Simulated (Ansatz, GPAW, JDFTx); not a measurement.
GaAs: 3 runs at one level of theory

```xyz
2
Lattice="0.0000 2.8268 2.8268 2.8268 0.0000 2.8268 2.8268 2.8268 0.0000" Properties=species:S:1:pos:R:3 pbc="T T T"
As    4.2403    4.2403    4.2403
Ga    0.0000    0.0000    0.0000
```

Alike in all runs: task single point; functional LDA; k mesh 8 × 8 × 8; occupations gaussian, width 0.05 eV; no spin polarisation; no spin-orbit coupling. LDA stands for any of its common fits. Pressure is positive in compression and, in plane waves, holds the error of the finite cutoff.

```tsv
program and potentials	plane-wave cutoff (eV)	notes	band gap (eV)	pressure (GPa)
JDFTx, PseudoDojo-SR-LDA-0.4.1-standard with smoothed tails	1088	14 valence electrons an atom on average	0.28	-2.12
GPAW, the program's PAW data sets (release 1.2.1) made for this functional	600	4 valence electrons an atom on average	0.36	-0.87
Ansatz, all-electron LAPW, scalar-relativistic	-	-	0.28	-1.88
```

The band gap spans 0.28 (JDFTx, PseudoDojo-SR-LDA-0.4.1-standard with smoothed tails) to 0.36 eV (GPAW, the program's PAW data sets (release 1.2.1) made for this functional), with all-electron results at 0.28. The pressure spans -2.12 (JDFTx, PseudoDojo-SR-LDA-0.4.1-standard with smoothed tails) to -0.87 GPa (GPAW, the program's PAW data sets (release 1.2.1) made for this functional), with all-electron results at -1.88. Spin-orbit coupling, left out here, moves the band edges of heavy atoms.

The functional is the same throughout but for its coding, so the spread measures potentials, basis and numerics; runs on potential files found faulty are left out.
